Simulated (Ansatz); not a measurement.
# Si2W (I4/mmm) in Ansatz: further runs

The runs below take Si2W through single point, equation of state, with LDA.

Everything below comes from runs of Ansatz 0.2.0. Logs are shortened: lines on timing, memory, paths and dates and some standing lists are left out, and cuts for length are marked.

**1. Starting point**

The structure is tetragonal, space group I4/mmm (No. 139). Conventional cell: a = 3.214 Å, b = 3.214 Å, c = 7.830 Å, α = 90.00°, β = 90.00°, γ = 90.00°. Around W (site symmetry 4/mmm) lie 10 Si at 2.62 Å. Si (site symmetry 4mm) has 5 Si at 2.59 to 2.63 Å and 5 W at 2.62 Å as nearest neighbours.

**2. Single point, LDA, 12.67 Å³/atom (volume scaled by 0.94)**

Contents of input.yaml:

```yaml
crystal:
  lattice:
    - [-1.5740969181, 1.5740969181, 3.8350306363]
    - [1.5740969181, -1.5740969181, 3.8350306363]
    - [1.5740969181, 1.5740969181, -3.8350306363]
  atoms:
    - { symbol: W, position: [0.0, 0.0, 0.0] }
    - { symbol: Si, position: [0.6653, 0.6653, 0.0] }
    - { symbol: Si, position: [0.3347, 0.3347, 0.0] }
kpoints:
  mp_grid: { grid: [12, 12, 12] }
scf:
  occupations: { method: fermi_dirac, width: 0.05 }
hamiltonian:
  xc: lda
  pseudopotentials: { kind: all_electron, lapw: { basis_error: 0.002 } }
output:
  forces: true
  stress: true
  eigenvalues: true
```

Potentials or basis: all-electron LAPW, scalar-relativistic.

On the command line:

```sh
$ ansatz run input.yaml --threads 2 --pin off --max-ram 8192MiB --backend cpu --events-out ev --progress --plain --runs-dir out
```

Standard output:

```text
Warning: RAYON_NUM_THREADS=2 ignored (pool sized by the plan → 2); use --threads N
LAPW: plane waves up to 7.787 Å⁻¹, error target 2.0e-3 eV per atom; small_component_spin mean_spin; Si in spheres of 1.118 Å, 12 of its electrons in bands, Dirac shells []; W in spheres of 1.444 Å, 38 of its electrons in bands, Dirac shells [] (how accurate: hamiltonian.pseudopotentials.lapw.basis_error, Limitations)
Engine: ansatz 0.2.0, x86_64-unknown-linux-gnu
Pseudopotentials: kind: all_electron
Pseudopotential: W, LAPW, valence charge 38, lapw/all_electron/scalar/gaussian/W, Koelling and Harmon's equation, gaussian nucleus
Pseudopotential: Si, LAPW, valence charge 12, lapw/all_electron/scalar/gaussian/Si, Koelling and Harmon's equation, gaussian nucleus
Functional definition: SPW92
  exchange = slater_x
  correlation = pw_c
Crystal: 3 atoms, lattice volume = 38.009 Å³
Basis set: ecut = 231.01886382650142 eV, 309 PW (Γ), FFT grids on a1+a3, a2+a3, a3, exchange–correlation at level 2
Bands: 38, of which v1, the nominal top of the filled ones, is band 31 counted from 1 (30 counted from 0)
Symmetry: 16 space group operations
Space group: I4/mmm (ITA 139), of the structure as read, at distance tolerance 3.4e-5 Å
k-points: 163 of 1728
Non-local potential: W, projectors of the file, none
Non-local potential: Si, projectors of the file, none
Initial density: superposition of atomic densities (chi_scale 0.1, normalization cell, long waves kept (reshape's long-wave potential 0.00 eV rms))
Initial wavefunctions: plane waves of lowest kinetic energy (no species holds an atomic orbital)
Functional: x = slater, c = lda
iter 1 solved again at ethr=3.82e-4 eV; its pass at ethr=1.00e-1 eV (dr2=2.37e-1 eV) is discarded
SCF iter   1: F=—  HF=-454679.276846 eV  |F-HF|=—  |Δ(HF+E_count)|=         —  Δρ=2.83e-2  dr2=2.37e-1  ethr=3.82e-4  ⟨swp⟩=2.6  Hψ=40253  notcnv=0
preconditioner: auto → none  [insulator: Δε(μ)=0.130 eV  Ē_g=21.170 eV  σ=0.050 eV  W_gap=0.55  n_scr=14 (ndim 8)  ℏωp=31.9 eV  f_vac=0.000  D(μ)=0.21/eV (n_scr^D=0)  ε∞_Penn≈3.3]
SCF iter   2: F=—  HF=-454679.092584 eV  |F-HF|=—  |Δ(HF+E_count)|=   1.84e-1  Δρ=1.21e-2  dr2=3.53e-2  ethr=3.82e-4  ⟨swp⟩=2.2  Hψ=18444  notcnv=0  defer=1
SCF iter   3: F=—  HF=-454679.076531 eV  |F-HF|=—  |Δ(HF+E_count)|=   1.61e-2  Δρ=3.76e-3  dr2=4.46e-3  ethr=5.70e-5  ⟨swp⟩=2.0  Hψ=18050  notcnv=0
SCF iter   4: F=—  HF=-454679.067444 eV  |F-HF|=—  |Δ(HF+E_count)|=         —  Δρ=1.89e-3  dr2=2.57e-3  ethr=7.19e-6  ⟨swp⟩=2.1  Hψ=17333  notcnv=0
the basis was enlarged: its passes take 205.4 KiB over the memory plan, 2 of 2 planned eigensolver slots
iter 5 solved again at ethr=1.78e-7 eV; its pass at ethr=4.15e-6 eV (dr2=1.10e-4 eV) is discarded
SCF iter   5: F=—  HF=-454679.066360 eV  |F-HF|=—  |Δ(HF+E_count)|=   1.08e-3  Δρ=6.49e-4  dr2=1.11e-4  ethr=1.78e-7  ⟨swp⟩=2.0  Hψ=29859  notcnv=0
SCF iter   6: F=—  HF=-454679.066326 eV  |F-HF|=—  |Δ(HF+E_count)|=   3.47e-5  Δρ=1.47e-4  dr2=7.06e-6  ethr=1.78e-7  ⟨swp⟩=2.0  Hψ=17293  notcnv=0
SCF iter   7: F=—  HF=-454679.066324 eV  |F-HF|=—  |Δ(HF+E_count)|=   1.11e-6  Δρ=2.64e-5  dr2=2.02e-7  ethr=1.14e-8  ⟨swp⟩=2.0  Hψ=17293  notcnv=0
SCF iter   8: F=-454679.066324 eV  HF=-454679.066324 eV  |F-HF|=6.40e-10  |Δ(HF+E_count)|=   1.08e-8  Δρ=2.84e-6  dr2=1.88e-9  ethr=3.25e-10  ⟨swp⟩=2.0  Hψ=17293  notcnv=0
SCF 1 converged in 8 iterations: F = -454679.066324 eV  dr2 = 1.88e-9
SCF converged after 8 iterations
Free energy (F): -454679.066324 eV
Harris-Foulkes:  -454679.066324 eV  (|F-HF|=6.40e-10)
Internal energy: -454679.064532 eV  (E = F + TS)
E sigma→0 (E₀):  -454679.065428 eV
Entropy (-TS):   -0.001792 eV (-0.597 meV/atom)
Fermi energy:    21.721939 eV
--- Per-component energies (eV) ---
  E_band       = -3437.095095
  E_kinetic    = 507233.917598
  E_xc         = -9664.193592
  E_electrostatic = -952248.788539  (all electrons and nuclei)
  E_smearing   = -0.001792  (= −TS)
  E_closure    = 0.000000  (closes the sum)
  E_atoms      = -454653.241671  (free atoms, spherical and without spin; not in F)
  Σ components = -454679.066324   (vs F -454679.066324, Δ=0.00e0)
  Basis errors (estimates in eV, not in F): energy 6.6e-4 per atom: plane waves 5.8e-4 (3.0e-4 summed), levels above the bands 1.7e-73, relativity 7.1e-9, radial functions 8.6e-5, core shells 5.2e-7; eigenvalues (radial functions only) 4.2e-6; not estimated: angular momenta, meshes, grids; target (lapw.basis_error) 2.0e-3; muffin-tin radii Si 1.118 Å, W 1.444 Å
--- Forces (eV/Å), atoms counted from 1 ---
  atom   1  W      0.00000000     0.00000000     0.00000000
  atom   2  Si     0.00000000     0.00000000     0.11623911
  atom   3  Si     0.00000000     0.00000000    -0.11623911
  max |Σ_I F_I| component: 2.78e-17 eV/Å
--- Stress (GPa, compression-positive) ---
        8.863257       0.000000       0.000000
        0.000000       8.863257      -0.000000
        0.000000      -0.000000      10.901239
  P = ⅓ Tr σ = 9.5426 GPa (95.426 kbar)
--- Band table (eV; the first three rows and the last of 163) ---
  k-point 0: bands = ["-210.6354", "-210.5994", "-210.5949", "-210.5753", "-210.5753", "-111.8054", "-111.8027", "-68.6567", "-68.6567", "-68.6508", "-68.6508", "-68.6479", "-68.6378", "-51.9640", "-16.3152", "-16.2540", "-16.2540", "-6.2383", "-6.2383", "-6.2038", "-6.2008", "-6.1856", "-6.1856", "-6.1770", "7.1695", "14.4742", "18.0460", "18.0770", "18.6899", "18.6899", "22.3366", "24.5117", "24.8312", "24.9831", "24.9831", "26.6360", "27.7859", "27.7859"]
  k-point 1: bands = ["-210.6354", "-210.5994", "-210.5949", "-210.5753", "-210.5753", "-111.8053", "-111.8027", "-68.6568", "-68.6564", "-68.6517", "-68.6508", "-68.6474", "-68.6379", "-51.9626", "-16.3116", "-16.2725", "-16.2700", "-6.2386", "-6.2385", "-6.2033", "-6.2004", "-6.1859", "-6.1858", "-6.1773", "7.4078", "14.6915", "17.3030", "18.1035", "18.1188", "19.4962", "21.2426", "24.5307", "25.1571", "25.2144", "25.2222", "26.6167", "27.9689", "28.4243"]
  k-point 2: bands = ["-210.6354", "-210.5994", "-210.5949", "-210.5753", "-210.5753", "-111.8051", "-111.8029", "-68.6570", "-68.6553", "-68.6534", "-68.6508", "-68.6467", "-68.6380", "-51.9587", "-16.3211", "-16.3137", "-16.3019", "-6.2392", "-6.2389", "-6.2018", "-6.1994", "-6.1865", "-6.1862", "-6.1780", "8.0964", "15.2410", "16.5450", "16.9566", "18.3484", "19.3950", "20.0452", "24.5193", "25.5399", "25.6500", "26.1253", "26.1597", "29.1465", "29.3610"]
  k-point 162: bands = ["-210.6354", "-210.5994", "-210.5949", "-210.5753", "-210.5753", "-111.8047", "-111.8034", "-68.6572", "-68.6572", "-68.6503", "-68.6503", "-68.6440", "-68.6416", "-51.9637", "-16.3397", "-16.2557", "-16.2557", "-6.2384", "-6.2384", "-6.2036", "-6.2004", "-6.1860", "-6.1860", "-6.1772", "9.6046", "10.3161", "17.4906", "18.9451", "20.9048", "20.9048", "21.1425", "21.1425", "22.5370", "26.4595", "27.1994", "27.9630", "29.9105", "30.5184"]
```

It took 9.3 s on 2 threads of AMD EPYC 9R45 (Zen 5), shared host; peak memory 0.71 GiB.

Results:

```yaml
Free_energy: -454679.0663 eV
Pressure: 9.5 GPa
Largest_force: 0.116 eV/Å
Band_gap_on_the_k_mesh: none (metal or under the smearing width)
```

**3. Single point, LDA, 12.94 Å³/atom (volume scaled by 0.96)**

Edit input.yaml of step 2 so:

```diff
@@ -2,5 +2,5 @@
   lattice:
-    - [-1.5740969181, 1.5740969181, 3.8350306363]
-    - [1.5740969181, -1.5740969181, 3.8350306363]
-    - [1.5740969181, 1.5740969181, -3.8350306363]
+    - [-1.5851824729, 1.5851824729, 3.8620387842]
+    - [1.5851824729, -1.5851824729, 3.8620387842]
+    - [1.5851824729, 1.5851824729, -3.8620387842]
   atoms:
```

Potentials or basis: all-electron LAPW, scalar-relativistic.

On the command line:

```sh
$ ansatz run input.yaml --threads 2 --pin off --max-ram 8192MiB --backend cpu --events-out ev --progress --plain --runs-dir out
```

It took 10 s on 2 threads of AMD EPYC 9R45 (Zen 5), shared host; peak memory 0.7 GiB.

It converged, with:

- Free energy: -454679.0998 eV
- Pressure: 3.9 GPa
- Largest force: 0.056 eV/Å
- Band gap on the k mesh: none (metal or under the smearing width)

**4. Single point, LDA, 13.21 Å³/atom (volume scaled by 0.98)**

Edit input.yaml of step 3 so:

```diff
@@ -2,5 +2,5 @@
   lattice:
-    - [-1.5851824729, 1.5851824729, 3.8620387842]
-    - [1.5851824729, -1.5851824729, 3.8620387842]
-    - [1.5851824729, 1.5851824729, -3.8620387842]
+    - [-1.5961151113, 1.5961151113, 3.8886743761]
+    - [1.5961151113, -1.5961151113, 3.8886743761]
+    - [1.5961151113, 1.5961151113, -3.8886743761]
   atoms:
```

On the command line:

```sh
$ ansatz run input.yaml --threads 2 --pin off --max-ram 8192MiB --backend cpu --events-out ev --progress --plain --runs-dir out
```

It took 11 s on 2 threads of AMD EPYC 9R45 (Zen 5), shared host; peak memory 0.71 GiB.

It converged, with:

```yaml
Free_energy: -454679.1062 eV
Pressure: -1.2 GPa
Band_gap_on_the_k_mesh: none (metal or under the smearing width)
```

**5. Single point, LDA, 13.48 Å³/atom**

Edit input.yaml of step 4 so:

```diff
@@ -2,5 +2,5 @@
   lattice:
-    - [-1.5961151113, 1.5961151113, 3.8886743761]
-    - [1.5961151113, -1.5961151113, 3.8886743761]
-    - [1.5961151113, 1.5961151113, -3.8886743761]
+    - [-1.6069, 1.6069, 3.91495]
+    - [1.6069, -1.6069, 3.91495]
+    - [1.6069, 1.6069, -3.91495]
   atoms:
```

On the command line:

```sh
$ ansatz run input.yaml --threads 2 --pin off --max-ram 8192MiB --backend cpu --events-out ev --progress --plain --runs-dir out
```

Wall time 11 s (2 threads of AMD EPYC 9R45 (Zen 5), shared host); peak memory 0.7 GiB.

Results (log left out):

```yaml
Free_energy: -454679.0882 eV
Pressure: -5.8 GPa
Largest_force: 0.054 eV/Å
Band_gap_on_the_k_mesh: none (metal or under the smearing width)
```

**6. Single point, LDA, 13.75 Å³/atom (volume scaled by 1.02)**

Edit input.yaml of step 5 so:

```diff
@@ -2,5 +2,5 @@
   lattice:
-    - [-1.6069, 1.6069, 3.91495]
-    - [1.6069, -1.6069, 3.91495]
-    - [1.6069, 1.6069, -3.91495]
+    - [-1.617542032, 1.617542032, 3.9408775768]
+    - [1.617542032, -1.617542032, 3.9408775768]
+    - [1.617542032, 1.617542032, -3.9408775768]
   atoms:
```

Potentials or basis: all-electron LAPW, scalar-relativistic.

On the command line:

```sh
$ ansatz run input.yaml --threads 2 --pin off --max-ram 8192MiB --backend cpu --events-out ev --progress --plain --runs-dir out
```

Wall time 10 s (2 threads of AMD EPYC 9R45 (Zen 5), shared host); peak memory 0.7 GiB.

The run converged. Its results:

* Free energy: -454679.0484 eV
* Pressure: -9.9 GPa
* Largest force: 0.103 eV/Å
* Band gap on the k mesh: none (metal or under the smearing width)

**7. Single point, LDA, 14.02 Å³/atom (volume scaled by 1.04)**

Edit input.yaml of step 6 so:

```diff
@@ -2,5 +2,5 @@
   lattice:
-    - [-1.617542032, 1.617542032, 3.9408775768]
-    - [1.617542032, -1.617542032, 3.9408775768]
-    - [1.617542032, 1.617542032, -3.9408775768]
+    - [-1.628045846, 1.628045846, 3.966468408]
+    - [1.628045846, -1.628045846, 3.966468408]
+    - [1.628045846, 1.628045846, -3.966468408]
   atoms:
```

On the command line:

```sh
$ ansatz run input.yaml --threads 2 --pin off --max-ram 8192MiB --backend cpu --events-out ev --progress --plain --runs-dir out
```

It took 10 s on 2 threads of AMD EPYC 9R45 (Zen 5), shared host; peak memory 0.69 GiB.

Results (log left out):

```yaml
Free_energy: -454678.9892 eV
Pressure: -13.5 GPa
Largest_force: 0.150 eV/Å
Band_gap_on_the_k_mesh: none (metal or under the smearing width)
```

**8. Single point, LDA, 14.29 Å³/atom (volume scaled by 1.06)**

Edit input.yaml of step 7 so:

```diff
@@ -2,5 +2,5 @@
   lattice:
-    - [-1.628045846, 1.628045846, 3.966468408]
-    - [1.628045846, -1.628045846, 3.966468408]
-    - [1.628045846, 1.628045846, -3.966468408]
+    - [-1.6384158444, 1.6384158444, 3.9917332191]
+    - [1.6384158444, -1.6384158444, 3.9917332191]
+    - [1.6384158444, 1.6384158444, -3.9917332191]
   atoms:
```

On the command line:

```sh
$ ansatz run input.yaml --threads 2 --pin off --max-ram 8192MiB --backend cpu --events-out ev --progress --plain --runs-dir out
```

It took 9.9 s on 2 threads of AMD EPYC 9R45 (Zen 5), shared host; peak memory 0.7 GiB.

Results (log left out):

* Free energy: -454678.9125 eV
* Pressure: -16.8 GPa
* Largest force: 0.195 eV/Å
* Band gap on the k mesh: none (metal or under the smearing width)

**9. Equation of state, LDA**

Potentials or basis: all-electron LAPW, scalar-relativistic.

This step only gathers the single runs of the series.

Results:

```
Equilibrium volume                        : 13.14 Å³/atom
Bulk modulus at fixed shape and positions : 241 GPa
Pressure derivative of the bulk modulus   : 4.4
```

Energy against volume, from the lowest point:
| volume (Å³/atom) | energy (meV/atom) |
| --- | --- |
| 12.670 | 13.28 |
| 12.939 | 2.12 |
| 13.209 | 0.00 |
| 13.479 | 5.99 |
| 13.748 | 19.25 |
| 14.018 | 39.00 |
| 14.287 | 64.56 |

Caveat: the cell was scaled at fixed shape and fractional positions, which overstates the stiffness of a crystal with free parameters, most of all of layers and chains. The run has no spin-orbit coupling, so splittings on W are missing.
